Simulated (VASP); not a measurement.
# H12C4Cl3 in VASP: notebook

The runs below take H12C4Cl3 through single point, with PBE+D3(BJ).

Program: VASP 6.6.1. These are calculated values, not measurements. Logs are shortened: lines on timing, memory, paths and dates and some standing lists are left out, and cuts for length are marked.

## 1. Starting point

The cell holds a amorphous, 38 atoms: a = 6.445 Å, b = 6.445 Å, c = 6.445 Å, α = 90.00°, β = 90.00°, γ = 90.00°.

The cell was built by a generator and needn't be a form met in nature.

## 2. Single point, PBE+D3(BJ)

The input, INCAR:

```
PREC = Accurate ; ENCUT = 520
EDIFF = 1E-7 ; ISMEAR = -1
SIGMA = 0.05 ; LREAL = Auto
LASPH = True ; NELM = 100
ALGO = Normal ; ISIF = 2
LWAVE = False ; LCHARG = False
GGA = PE ; IVDW = 12
NBANDS = 74
```

The input, KPOINTS:

```
regular mesh
0
Gamma
  1 1 1
```

The input, POSCAR:

```
H12C4Cl3
1.0
    6.4452580000      0.0000000000      0.0000000000
    0.0000000000      6.4452580000      0.0000000000
    0.0000000000      0.0000000000      6.4452580000
C H Cl
8 24 6
Direct
    0.2255456647      0.0160117718      0.1694579177
    0.3249675963      0.2238234684      0.2295641230
    0.1407546447      0.5819006780      0.7059143327
    0.6526658824      0.6343113030     -0.0208059941
    0.7246567942      0.9282638492      0.4870092089
    0.1858265410     -0.0290290939      0.5469447460
    0.7042541974      0.3338113075      0.5169381893
    0.0979945256      0.6044909296      0.1079863677
    0.2807024948     -0.1050384639      0.2754117834
    0.0520692888      0.0065629646      0.1494276878
    0.3152084835     -0.0337457399      0.0354834516
    0.4129702799      0.2855898088      0.1016095865
    0.2379113451      0.3360920540      0.3198320378
    0.4622002719      0.1729178258      0.3270156136
    0.2632167712      0.6394468616      0.8091375085
    0.1918775013      0.6121089334      0.5480618464
    0.0004964890      0.6777385793      0.7188075326
    0.7180162532      0.4790033231     -0.0522865027
    0.5260766908      0.6574135589     -0.1404598544
    0.7711716117      0.7416615440     -0.0068422397
    0.6549776595      1.0403927973      0.3792555705
    0.8945646551      0.9778041469      0.5206928877
    0.7011666562      0.7674944897      0.4440318758
    0.1597453508      0.1186919127      0.4810203098
    0.3442375775     -0.0726115231      0.5508856279
    0.1004614555     -0.1356656320      0.4593299446
    0.7357967672      0.3115158462      0.3493110749
    0.8387251527      0.3077611478      0.6215422253
    0.5976642052      0.2290055728      0.5693798448
    0.0765058590      0.7155648385     -0.0141033920
    0.2562969551      0.6231558147      0.1661997084
    0.0711375712      0.4462660765      0.0519917124
    0.1141149043      0.3202199198      0.7492330020
    0.5155728444      0.6192925093      0.2213720537
    0.6064148247      0.9627388074      0.7264100211
    0.1089793457     -0.0212714526      0.7976872299
    0.5885101884      0.5644615002      0.5847865206
   -0.0648383664      0.6635420956      0.3068457461
```

Potentials or basis: VASP PAW PBE potentials, release 64 (C, H, Cl).

Run with:

```
$ cat potpaw_PBE.64/C/POTCAR potpaw_PBE.64/H/POTCAR potpaw_PBE.64/Cl/POTCAR > POTCAR
$ mpirun -np 1 vasp_gam > vasp.out
```

OUTCAR:

```text
PREC = Accurate
   ENCUT = 520
   EDIFF = 1E-7
   ISMEAR = -1
   LREAL = Auto
   LASPH = True
   NELM = 100
   ISIF = 2
   GGA = PE
   IVDW = 12
 IVDW          = 12

 ion  position               nearest neighbor table
   1  0.226  0.016  0.169-  11 1.09   9 1.10  10 1.13   2 1.53
   2  0.325  0.224  0.230-  12 1.08  13 1.08  14 1.13   1 1.53
   3  0.141  0.582  0.706-  16 1.09  15 1.10  17 1.10  33 1.72
   4  0.653  0.634  0.979-  20 1.03  18 1.10  19 1.13  34 1.80
   5  0.725  0.928  0.487-  23 1.08  21 1.10  22 1.16  35 1.74
   6  0.186  0.971  0.547-  26 1.05  24 1.06  25 1.06  36 1.69
   7  0.704  0.334  0.517-  29 1.02  27 1.11  28 1.11  37 1.72
   8  0.098  0.604  0.108-  30 1.07  31 1.09  32 1.10  38 1.70
   9  0.281  0.895  0.275-   1 1.10
  10  0.052  0.007  0.149-   1 1.13
  11  0.315  0.966  0.035-   1 1.09
  12  0.413  0.286  0.102-   2 1.08
  13  0.238  0.336  0.320-   2 1.08
  14  0.462  0.173  0.327-   2 1.13
  15  0.263  0.639  0.809-   3 1.10
  16  0.192  0.612  0.548-   3 1.09
  17  0.000  0.678  0.719-   3 1.10
  18  0.718  0.479  0.948-   4 1.10
  19  0.526  0.657  0.860-   4 1.13
  20  0.771  0.742  0.993-   4 1.03
  21  0.655  0.040  0.379-   5 1.10
  22  0.895  0.978  0.521-   5 1.16
  23  0.701  0.767  0.444-   5 1.08  37 1.75
  24  0.160  0.119  0.481-   6 1.06
  25  0.344  0.927  0.551-   6 1.06
  26  0.100  0.864  0.459-   6 1.05
  27  0.736  0.312  0.349-   7 1.11
  28  0.839  0.308  0.622-   7 1.11
  29  0.598  0.229  0.569-   7 1.02
  30  0.077  0.716  0.986-   8 1.07
  31  0.256  0.623  0.166-   8 1.09  34 1.71
  32  0.071  0.446  0.052-   8 1.10
  33  0.114  0.320  0.749-   3 1.72  36 2.22
  34  0.516  0.619  0.221-  31 1.71   4 1.80  37 2.42
  35  0.606  0.963  0.726-   5 1.74
  36  0.109  0.979  0.798-   6 1.69  33 2.22
  37  0.589  0.564  0.585-   7 1.72  23 1.75  34 2.42
  38  0.935  0.664  0.307-   8 1.70

  LATTYP: Found a simple cubic cell.
 ALAT       =     6.4452580000

  Lattice vectors:

 A1 = (   6.4452580000,   0.0000000000,   0.0000000000)
 A2 = (   0.0000000000,   6.4452580000,   0.0000000000)
 A3 = (   0.0000000000,   0.0000000000,   6.4452580000)

Analysis of symmetry for initial positions (statically):
=====================================================================
 Subroutine PRICEL returns:
 Original cell was already a primitive cell.

 Routine SETGRP: Setting up the symmetry group for a
 simple cubic supercell.

 Subroutine GETGRP returns: Found  1 space group operations
 (whereof  1 operations were pure point group operations)
 out of a pool of 48 trial point group operations.

The static configuration has the point symmetry C_1 .

Analysis of symmetry for dynamics (positions and initial velocities):
=====================================================================
 Subroutine PRICEL returns:
 Original cell was already a primitive cell.

 Routine SETGRP: Setting up the symmetry group for a
 simple cubic supercell.

 Subroutine GETGRP returns: Found  1 space group operations
 (whereof  1 operations were pure point group operations)
 out of a pool of 48 trial point group operations.

The dynamic configuration has the point symmetry C_1 .

 Subroutine INISYM returns: Found  1 space group operations
 (whereof  1 operations are pure point group operations),
 and found     1 'primitive' translations

----------------------------------------------------------------------------------------

                                     Primitive cell

  volume of cell :     267.7447

  direct lattice vectors                    reciprocal lattice vectors
     6.445258000  0.000000000  0.000000000     0.155152827  0.000000000  0.000000000
     0.000000000  6.445258000  0.000000000     0.000000000  0.155152827  0.000000000
     0.000000000  0.000000000  6.445258000     0.000000000  0.000000000  0.155152827

  length of vectors
     6.445258000  6.445258000  6.445258000     0.155152827  0.155152827  0.155152827

  position of ions in fractional coordinates (direct lattice)
     0.225545665  0.016011772  0.169457918
     0.324967596  0.223823468  0.229564123
     0.140754645  0.581900678  0.705914333
     0.652665882  0.634311303  0.979194006
     0.724656794  0.928263849  0.487009209
     0.185826541  0.970970906  0.546944746
[... 30 lines left out ...]
     0.588510188  0.564461500  0.584786521
     0.935161634  0.663542096  0.306845746

  ion indices of the primitive-cell ions
   primitive index   ion index
                 1           1
                 2           2
                 3           3
                 4           4
                 5           5
                 6           6
[... 30 lines left out ...]
                37          37
                38          38

----------------------------------------------------------------------------------------

 KPOINTS: regular mesh

Automatic generation of k-mesh.
 Grid dimensions read from file:
 generate k-points for:    1    1    1

 Generating k-lattice:

  Cartesian coordinates                     Fractional coordinates (reciprocal lattice)
     0.155152827  0.000000000  0.000000000     1.000000000  0.000000000  0.000000000
     0.000000000  0.155152827  0.000000000     0.000000000  1.000000000  0.000000000
     0.000000000  0.000000000  0.155152827     0.000000000  0.000000000  1.000000000

  Length of vectors
     0.155152827  0.155152827  0.155152827

  Shift w.r.t. Gamma in fractional coordinates (k-lattice)
     0.000000000  0.000000000  0.000000000

 Subroutine IBZKPT returns following result:
 ===========================================

 Found      1 irreducible k-points:

 Following reciprocal coordinates:
            Coordinates               Weight
  0.000000  0.000000  0.000000      1.000000
   k-points           NKPTS =      1   k-points in BZ     NKDIM =      1   number of bands    NBANDS=     74
   number of dos      NEDOS =    301   number of ions     NIONS =     38
   total plane-waves  NPLWV = 110592
   dimension x,y,z NGX =    48 NGY =   48 NGZ =   48
   dimension x,y,z NGXF=    96 NGYF=   96 NGZF=   96
   ions per type =               8  24   6
   NGX,Y,Z   is equivalent  to a cutoff of  12.38, 12.38, 12.38 a.u.
   NGXF,Y,Z  is equivalent  to a cutoff of  24.76, 24.76, 24.76 a.u.
 SYSTEM =  unknown system
   PREC   = accura    normal or accurate (medium, high low for compatibility)
   ISTART =      0    job   : 0-new  1-cont  2-samecut
   ICHARG =      2    charge: 1-file 2-atom 10-const
   ISPIN  =      1    spin polarized calculation?
   LNONCOLLINEAR =      F non collinear calculations
   LSORBIT =      F    spin-orbit coupling
   LASPH  =      T    aspherical Exc in radial PAW
   ENCUT  =  520.0 eV  38.22 Ry    6.18 a.u.  11.98 11.98 11.98*2*pi/ulx,y,z
   NELM   =    100;   NELMIN=  2; NELMDL= -5     # of ELM steps
   EDIFF  = 0.1E-06   stopping-criterion for ELM
   LREAL  =      T    real-space projection
   EDIFFG = 0.1E-05   stopping-criterion for IOM
   NSW    =      0    number of steps for IOM
   IBRION =     -1    ionic relax: 0-MD 1-quasi-New 2-CG
   NFREE  =      0    steps in history (QN), initial steepest desc. (CG)
   ISIF   =      2    stress and relaxation
   ISYM   =      2    0-nonsym 1-usesym 2-fastsym
   POTIM  = 0.5000    time-step for ionic-motion
   TEBEG  =    0.0;   TEEND  =   0.0 temperature during run
   PSTRESS=    0.0 pullay stress
   NELECT =      98.0000    total number of electrons
   NUPDOWN=      -1.0000    fix difference up-down
   EMIN   =  10.00;   EMAX   =-10.00  energy-range for DOS
   EFERMI =   0.00;   METHOD = LEGACY
   ISMEAR =    -1;   SIGMA  =   0.05  broadening in eV -4-tet -1-fermi 0-gaus
   EFERMI_NEDOS =   21; number of points for ismear=-14 and -15
   IALGO  =     38    algorithm
   IMIX   =      4    mixing-type and parameters
     AMIX     =   0.40;   BMIX     =  1.00
     AMIX_MAG =   1.60;   BMIX_MAG =  1.00
  volume/ion in A,a.u.               =       7.05        47.55
  Fermi-wavevector in a.u.,A,eV,Ry     =   1.171053  2.212969 18.658555  1.371365
  Thomas-Fermi vector in A             =   2.307502
   LORBIT       =      0    0 simple, 1 ext, 2 COOP (PROOUT), +10 PAW based schemes
   GGA     = PE    functional components
   LHFCALC =     F    Hartree Fock is set to
   AEXX    =    0.0000 exact exchange contribution
   IVDW    =    12    specifies the selected vdW correction
   LEPSILON=     F    determine dielectric tensor
   LRPA    =     F    only Hartree local field effects (RPA)
 non-spin polarized calculation
  energy-cutoff  :      520.00
  volume of cell :      267.74
 maximum number of plane-waves:      3562
 NGX is ok and might be reduce to    48
   NGX = 23   NGY = 23   NGZ = 23

 number of electron      97.9999999 magnetization

 Free energy of the ion-electron system (eV)
  ---------------------------------------------------
  ext. energy  EPLUGINS =         0.00000000
  ---------------------------------------------------
  free energy    TOTEN  =      -159.35282624 eV

  energy without entropy =     -159.35282624  energy(sigma->0) =     -159.35282624

 E-fermi :   3.1044     XC(G=0):  -9.5758

 val. band max:        1.8986249052   @ k =   0.0000   0.0000   0.0000
 cond. band min:       7.2105789076   @ k =   0.0000   0.0000   0.0000
 fundamental gap:      5.3119540023
 Fermi energy:         3.1044201773

 k-point     1 :       0.0000    0.0000    0.0000
  band No.  band energies     occupation
      1     -15.8069      2.00000
      2     -15.2181      2.00000
      3     -14.2925      2.00000
      4     -13.9525      2.00000
      5     -13.4778      2.00000
      6     -13.2382      2.00000
[... 53 lines left out ...]
     60       9.8760      0.00000
     61       9.9908      0.00000
 [bands above 61 left out]

------------------------ aborting loop because EDIFF is reached ----------------------------------------

 Edisp (eV)   -4.03214

 E8    (eV) :    -1.0737

  FORCE on cell =-STRESS in cart. coord.  units (eV):
  Direction    XX          YY          ZZ          XY          YZ          ZX
  --------------------------------------------------------------------------------------
  -------------------------------------------------------------------------------------
  Total      33.66446    54.79684    51.02046     5.18514    -3.11163     0.15125
  in kB     201.44721   327.90283   305.30506    31.02774   -18.61993     0.90510
  external pressure =      278.22 kB  Pullay stress =        0.00 kB

 VOLUME and BASIS-vectors are now :
 -----------------------------------------------------------------------------
  energy-cutoff  :      520.00
  volume of cell :      267.74
      direct lattice vectors                 reciprocal lattice vectors
     6.445258000  0.000000000  0.000000000     0.155152827  0.000000000  0.000000000
     0.000000000  6.445258000  0.000000000     0.000000000  0.155152827  0.000000000
     0.000000000  0.000000000  6.445258000     0.000000000  0.000000000  0.155152827

 POSITION                                       TOTAL-FORCE (eV/Angst)
 -----------------------------------------------------------------------------------
      1.45370      0.10320      1.09220         0.325027      0.656442      0.387829
      2.09450      1.44260      1.47960         1.614453     -1.947949      0.622196
      0.90720      3.75050      4.54980         0.379948      2.159917     -1.064844
      4.20660      4.08830      6.31116        -3.418461     -2.956637     -0.315379
      4.67060      5.98290      3.13890         1.816000      3.050267      1.023602
      1.19770      6.25816      3.52520         0.208117     -0.003025     -0.266876
[... 30 lines left out ...]
      3.79310      3.63810      3.76910        -0.371311     -1.933789      1.408685
      6.02736      4.27670      1.97770         0.919422     -1.527398     -1.608233
 -----------------------------------------------------------------------------------
    total drift:                               -0.033893     -0.013861      0.017532

  FREE ENERGIE OF THE ION-ELECTRON SYSTEM (eV)
  ---------------------------------------------------
  free  energy   TOTEN  =      -163.3849700003 eV

  energy  without entropy=     -163.3849700002  energy(sigma->0) =     -163.38497000
```

It took 27 s on 1 thread of Intel Xeon 6975P-C (Granite Rapids), shared host; peak memory 0.31 GiB.

Results:

```yaml
Free_energy: -163.3850 eV
Pressure: 27.8 GPa
Largest_force: 4.531 eV/Å
Band_gap_on_the_k_mesh: 5.31 eV, direct
Dispersion_energy_per_atom: -0.106 eV
```

Forces on the atoms (eV/Å):
```
C    0.325  0.656  0.388
C    1.614 -1.948  0.622
C    0.380  2.160 -1.065
C   -3.418 -2.957 -0.315
C    1.816  3.050  1.024
C    0.208 -0.003 -0.267
C    1.813  0.587 -0.572
C   -0.622 -0.559  0.226
H   -0.649  0.377 -0.081
H    1.178  0.243  0.130
H   -0.360  0.062  0.081
H   -0.532  0.606 -0.701
H   -0.016 -0.072 -0.286
H   -1.304  0.589 -0.370
H   -0.559 -0.123 -0.172
H    0.150 -0.658  0.238
H    0.028 -0.802  0.456
H   -0.191  0.139  0.496
H    1.400 -0.085  1.765
H    1.052  1.577 -0.010
H    0.197 -0.716 -0.076
H   -2.386 -0.585 -0.616
H   -0.201  1.398  0.197
H    0.103  0.677 -0.070
H    0.863  0.010  0.139
H   -0.488 -0.902 -0.174
H    0.120  0.814  0.610
H   -0.615  0.493 -1.004
H   -1.864 -1.342  0.498
H   -0.369  0.071  0.391
H   -0.775 -0.320 -0.451
H   -0.024  0.394  0.316
Cl   0.836  1.889  1.282
Cl   2.473  0.311 -2.002
Cl  -0.401  0.705  0.068
Cl  -0.330 -2.275 -0.496
Cl  -0.371 -1.934  1.409
Cl   0.919 -1.527 -1.608
```

Caveat: so large a pressure means that the cell lies far from this level's equilibrium, or that cutoff or potentials fall short.

## 3. Single point, PBE+D3(BJ)

This run uses another cell than the first one, of 10.77 Å³/atom, 1.528 times its volume.

The input, INCAR:

```
SYSTEM = H12C4Cl3
ALGO     = Normal         ! electronic algorithm
EDIFF    = 1E-6           ! SCF threshold, eV
ENCUT    = 520            ! plane-wave cutoff, eV
GGA      = PE             ! functional
ISIF     = 2              ! what is computed and relaxed
ISMEAR   = -1             ! smearing method
IVDW     = 12             ! dispersion correction
LASPH    = .TRUE.         ! aspherical terms in the spheres
LCHARG   = .FALSE.        ! write CHGCAR
LREAL    = Auto         
LWAVE    = .FALSE.        ! write WAVECAR
NBANDS   = 74             ! bands
NELM     = 100            ! most SCF steps
PREC     = Accurate       ! precision mode
SIGMA    = 0.05           ! smearing width, eV
```

The input, KPOINTS:

```
k-points
0
G
  1 1 1
  0 0 0
```

The input, POSCAR:

```
H12C4Cl3
1.0
    7.4239830000      0.0000000000      0.0000000000
    0.0000000000      7.4239830000      0.0000000000
    0.0000000000      0.0000000000      7.4239830000
C H Cl
8 24 6
Direct
    0.2532872179      0.0573950668      0.1182249474
    0.3863020699      0.1995290129      0.1925112167
    0.1093752505      0.5846996147      0.7150474348
    0.5403837805      0.4978998470      0.0219289295
    0.7133232929      0.9674321722      0.5368681475
    0.2173631055     -0.0276401495      0.5613698199
    0.6582854514      0.3616387591      0.5302140374
    0.0137123159      0.5515233534      0.1184539350
    0.2891035715     -0.0757948934      0.1706496365
    0.1057518585      0.0898843653      0.1400057085
    0.2749467503      0.0468077580     -0.0308459758
    0.3129317511      0.3268461148      0.2024789119
    0.4252030211      0.1474141307      0.3258089357
    0.5051466309      0.2221853148      0.1086882877
    0.2126890646      0.6477250823      0.7949910446
    0.0998116510      0.6062379184      0.5746780401
   -0.0284618109      0.5972265831      0.7623266379
    0.6683339657      0.4370699664      0.0477641180
    0.4346319220      0.4092142991     -0.0041756561
    0.5425524277      0.5928354092     -0.0945314665
    0.6193710303      1.0408159609      0.4422828016
    0.8480892265      1.0086499390      0.5409495146
    0.7029515019      0.8294873520      0.5059144128
    0.1497309463      0.0413524654      0.4548367096
    0.3113961872      0.0587420526      0.6226442059
    0.2468351557     -0.1650327055      0.5120297285
    0.6679433398      0.3519000515      0.3901275097
    0.7858584805      0.3385918314      0.5976441487
    0.5631882508      0.2505663065      0.5742874142
   -0.0327586957      0.6139561473      0.0011449380
    0.1541894695      0.5682125080      0.1373925560
   -0.0343346691      0.4063452193      0.0916623866
    0.1416625011      0.3413396825      0.7479812386
    0.4976843293      0.6298505802      0.2086615769
    0.6165962395      1.0311715423      0.7368012561
    0.0694101805     -0.0486396588      0.7569386945
    0.5498126814      0.5600228341      0.6082718670
   -0.0704204199      0.6282207273      0.3220643151
```

Potentials or basis: VASP PAW PBE potentials, release 64 (C, H, Cl).

Run with:

```
$ cat potpaw_PBE.64/C/POTCAR potpaw_PBE.64/H/POTCAR potpaw_PBE.64/Cl/POTCAR > POTCAR
$ mpirun -np 1 vasp_gam > vasp.out
```

Run time: 36 s. Hardware: 1 thread of Intel Xeon 6975P-C (Granite Rapids), shared host; peak memory 0.43 GiB.

It converged, with:

```yaml
Free_energy: -174.1546 eV
Pressure: 5.0 GPa
Largest_force: 3.321 eV/Å
Band_gap_on_the_k_mesh: 5.30 eV, direct
Dispersion_energy_per_atom: -0.068 eV
```

Forces in eV/Å, atoms in the order of the input:
```
C    0.358  0.266 -1.149
C   -1.249 -1.168  0.620
C   -0.945 -1.401  1.156
C    0.768  2.824 -1.569
C   -2.247  1.459 -1.560
C   -1.551 -1.296  0.433
C   -1.628 -1.123  1.832
C   -0.650 -2.830  0.438
H   -0.304 -0.083  0.057
H    1.065 -0.245 -0.002
H   -0.367  0.059  0.923
H    0.264  0.032  0.472
H    0.151  0.666  0.001
H   -0.139 -0.796  0.353
H    0.106  0.386 -0.011
H    0.617  0.269 -1.168
H    0.100  0.466  0.332
H    0.694 -0.591 -0.339
H   -1.040 -0.916 -0.345
H    0.558 -0.476  0.476
H    1.326 -0.535 -0.194
H    1.475  0.706 -0.409
H   -0.252 -1.485  0.156
H   -0.714  0.529 -0.479
H    1.728  0.276 -0.063
H    0.569  0.542  0.449
H    0.230  0.591 -1.777
H    0.278  0.299  0.157
H    0.778  1.316 -0.384
H   -0.674  1.649 -0.893
H    1.322 -0.289 -0.433
H    0.946  1.094  0.705
Cl  -0.168 -0.120 -0.237
Cl  -0.754  0.548  1.015
Cl  -0.362 -1.258  2.571
Cl   0.020  0.011 -0.925
Cl   0.359  0.068 -0.436
Cl  -0.669  0.557  0.227
```

Stress tensor (GPa, compression positive):
```
 3.34  0.30 -0.29
 0.30  4.72 -0.78
-0.29 -0.78  6.97
```

Levels at points of the mesh, in eV from the valence-band top:
```
           k point  band 45  band 46  band 47  band 48  band 49  band 50  band 51  band 52  band 53  band 54
(0.00, 0.00, 0.00)    -0.55    -0.43    -0.36    -0.26     0.00     5.30     5.66     5.99     6.18     6.31
```

(Part 1 of 2 ends here.)
